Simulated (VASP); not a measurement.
**MoSe2: relaxation of shape and atoms at fixed volume with PBEsol**

The system is MoSe2.

```
Mo Se
1.0
     3.24892    0.00000    0.00000
    -1.62446    2.81365    0.00000
     0.00000    0.00000   13.05170
Mo Se
2 4
Direct
  0.33333 0.66667 0.25000
  0.66667 0.33333 0.75000
  0.33333 0.66667 0.62318
  0.66667 0.33333 0.12318
  0.33333 0.66667 0.87682
  0.66667 0.33333 0.37682
```

The cell isn't the ideal one: a relaxed cell with its volume scaled by 0.98.

```
Program                : VASP 6.6.1
Task                   : relaxation of shape and atoms at fixed volume
Functional             : PBEsol
Potentials or basis    : VASP PAW PBE potentials, release 64 (Mo_sv, Se)
Cutoff                 : 600 eV
k mesh                 : 9 × 9 × 2
Occupations            : gaussian, width 0.03 eV
Spin                   : no spin polarisation
Further INCAR settings : ALGO = Normal; EDIFF = 1e-07; IBRION = 2; EDIFFG = -0.01; NSW = 40; ISIF = 4
```

```json
{
  "Energy gained by relaxing": "2.9 meV/atom",
  "Ionic steps": "5",
  "Pressure after relaxing": "0.6 GPa",
  "Largest force after relaxing": "0.004 eV/Å",
  "Band gap on the k mesh": "0.91 eV, indirect (least direct gap 1.50 eV)"
}
```

Forces in eV/Å, atoms in the order of the input:
```
Mo   0.000  0.000  0.000
Mo   0.000  0.000  0.000
Se   0.000  0.000 -0.004
Se   0.000  0.000 -0.004
Se   0.000  0.000  0.004
Se   0.000  0.000  0.004
```

The path:
```tsv
step	energy change (eV)	largest force (eV/Å)	pressure (GPa)
1	0.0000	0.3297	2.79
2	-0.0104	0.0198	1.37
3	-0.0104	0.0281	1.41
4	-0.0150	0.0181	1.04
5	-0.0171	0.0044	0.58
```

Final structure:
```xyz
6
Lattice="3.2652 0.0000 0.0000 -1.6326 2.8277 0.0000 0.0000 0.0000 12.9222" Properties=species:S:1:pos:R:3 pbc="T T T"
Mo    0.0000    1.8851    3.2306
Mo    1.6326    0.9426    9.6917
Se    0.0000    1.8851    8.0246
Se    1.6326    0.9426    1.5635
Se    0.0000    1.8851   11.3588
Se    1.6326    0.9426    4.8976
```

Levels at points of the mesh, in eV from the valence-band top:
```
           k point  band 23  band 24  band 25  band 26  band 27  band 28  band 29  band 30
(0.00, 0.00, 0.00)    -1.45    -1.17    -0.80     0.00     2.58     2.58     2.65     2.65
(0.00, 0.00, 0.50)    -1.47    -1.47    -0.19    -0.19     2.60     2.60     2.60     2.60
```

It took 100 s on 2 MPI ranks on Intel(R) Xeon(R) 6975P-C (Granite Rapids), on a shared host, peak memory 0.33 GiB a rank.

Caveat: the PAW data sets were made with another functional, which shifts forces and pressure a little; an odd mesh through Γ misses points on the zone boundary, where band edges often lie; this functional lacks dispersion, which binds the layers, so the pressure and a relaxed spacing across them are unreliable.
